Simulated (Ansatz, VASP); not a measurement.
Cu3Au: VASP beside Ansatz

```
Cu Au
1.0
     3.73539    0.00000    0.00000
     0.00000    3.73539    0.00000
     0.00000    0.00000    3.73539
Cu Au
3 1
Direct
  0.00000 0.50000 0.50000
  0.50000 0.50000 0.00000
  0.50000 0.00000 0.50000
  0.00000 0.00000 0.00000
```

Alike in both runs: task single point; functional PBE; dispersion D3(BJ); k mesh 6 × 6 × 6; occupations gaussian, width 0.1 eV; no spin polarisation.

```csv
,VASP,Ansatz
version,VASP 6.6.1,Ansatz 0.2.0
potentials or method,"VASP PAW PBE potentials, release 64 (Cu, Au)","scalar-relativistic, plane waves, PAW"
plane-wave cutoff (eV),520,420
valence electrons in the cell,44,76
```

VASP gave:

```
gap on the k mesh at the Fermi level (eV) : none
pressure (GPa)                            : -1.9
```

Question: Estimate Ansatz's values.

Answer: gap on the k mesh at the Fermi level (eV): none; pressure (GPa): -2.1.

A gap of «none» marks a metal or a gap that the smearing closes. The two sets of potentials don't hold the same shells in valence.

Caveats: pairwise dispersion overbinds metals, which lowers pressure and volume. The runs have no spin-orbit coupling, so splittings on Au are missing.
